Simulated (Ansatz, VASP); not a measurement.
Al in VASP and in Ansatz

```
Al
1.0
     4.57969    0.00000    0.00000
    -2.28985    3.96613    0.00000
     0.00000    0.00000    2.77600
Al
2
Direct
  0.33333 0.66667 0.00000
  0.66667 0.33333 0.00000
```

The cell was built by a generator and needn't be a form met in nature.

Alike in both runs: task single point; functional PBE; k mesh 7 × 7 × 10; occupations fermi-dirac, width 0.05 eV; no spin polarisation.

|  | VASP | Ansatz |
| --- | --- | --- |
| version | VASP 6.6.1 | Ansatz 0.2.0 |
| potentials or method | VASP PAW PBE potentials, release 64 (Al) | Ansatz PAW |
| plane-wave cutoff (eV) | 520 | 420 |
| valence electrons in the cell | 6 | 6 |

```tsv
	VASP	Ansatz	Ansatz less VASP
gap on the k mesh at the Fermi level (eV)	none	none	-
pressure (GPa)	-1.0	-1.0	+0.02
largest component of the traceless stress (GPa)	0.48	0.48	+0.005
```

A gap of «none» marks a metal or a gap that the smearing closes.
